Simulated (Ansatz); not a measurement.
# SiO2: band gap under strain

How does strain move the band edges of SiO2 in the rutile structure, and do the functionals agree on it? States: no strain; -4.0 % equal strain in all directions; -3.0 % equal strain in all directions.

Code: Ansatz 0.2.0. PAW datasets, plane waves. Spin-unpolarised throughout; all numbers are computed.

### 1 The structure to begin with

The unstrained cell was relaxed with r2SCAN; in each strained cell the atoms were relaxed again with r2SCAN. Names of k-points are those of the unstrained zone, where strain can split equivalent points. First state: no strain.

Space group P4_2/mnm (No. 136), tetragonal; conventional cell a = 4.185 Å, c = 2.669 Å, 7.79 Å³ an atom. Around Si lie 6 O at 1.76–1.81 Å; around O lie 3 Si at 1.76–1.81 Å.

Structure file:

```
CELL_PARAMETERS angstrom
4.18519 0.00000 0.00000
0.00000 4.18519 0.00000
0.00000 0.00000 2.66884
ATOMIC_POSITIONS crystal
Si 0.00000 0.00000 0.00000
Si 0.50000 0.50000 0.50000
O 0.30610 0.30610 0.00000
O 0.19390 0.80610 0.50000
O 0.80610 0.19390 0.50000
O 0.69390 0.69390 0.00000
```

### 2 No strain: PBE

File input.yaml:

```yaml
crystal:
  lattice:
    - [4.1851887986, 0.0, 0.0]
    - [0.0, 4.1851887986, 0.0]
    - [0.0, 0.0, 2.668839891]
  atoms:
    - { symbol: Si, position: [0.0, 0.0, 0.0] }
    - { symbol: Si, position: [0.5, 0.5, 0.5] }
    - { symbol: O, position: [0.306101009, 0.306101009, 0.0] }
    - { symbol: O, position: [0.193898991, 0.806101009, 0.5] }
    - { symbol: O, position: [0.806101009, 0.193898991, 0.5] }
    - { symbol: O, position: [0.693898991, 0.693898991, 0.0] }
kpoints:
  mp_grid: { grid: [6, 6, 10] }
  band_path:
    path:
      - [0.0, 0.0, 0.0]
      - [0.0, 0.5, 0.0]
      - [0.5, 0.5, 0.0]
      - [0.0, 0.0, 0.5]
      - [0.0, 0.5, 0.5]
      - [0.5, 0.5, 0.5]
    npoints: 1
hamiltonian:
  xc: pbe
scf:
  occupations: { method: fermi_dirac, width: 0.02 }
  n_extra_bands: 5
output:
  forces: true
  stress: true
  eigenvalues: true
  write_density: true
  write_potential: true
  elf: true
  volumetric_format: npy
```

The run is started by

```console
ansatz run input.yaml --threads 2 --pin off --max-ram 20275MiB --backend cpu --events-out ev --progress --plain --runs-dir out
```

The runs that follow: No strain: r2SCAN; No strain: HSE06; No strain: r2SCAN; -4.0 % equal strain in all directions: PBE; -4.0 % equal strain in all directions: r2SCAN; -4.0 % equal strain in all directions: HSE06; -4.0 % equal strain in all directions: r2SCAN; -3.0 % equal strain in all directions: PBE; -3.0 % equal strain in all directions: r2SCAN; -3.0 % equal strain in all directions: HSE06; -3.0 % equal strain in all directions: r2SCAN.

**Question.** What will these runs give?

**Answer**, as computed:

Least gap in eV (negative: overlap), with the change from the unstrained cell in brackets:

```
                                state  volume change (%)           PBE        r2SCAN         HSE06
                            no strain               +0.0          5.56          6.51          7.66
-4.0 % equal strain in all directions              -11.5  7.20 (+1.64)  8.18 (+1.67)  9.21 (+1.55)
-3.0 % equal strain in all directions               -8.7  7.10 (+1.54)  8.07 (+1.56)  9.11 (+1.45)
```

What this shows: With HSE06, of the states in the table -4.0 % equal strain in all directions shifts the gap most, by +1.551 eV. PBE and HSE06 differ by 2.11 eV on the unstrained gap, and by at most 0.09 eV on its change: the two disagree on the size of the gap but agree on its response to strain.
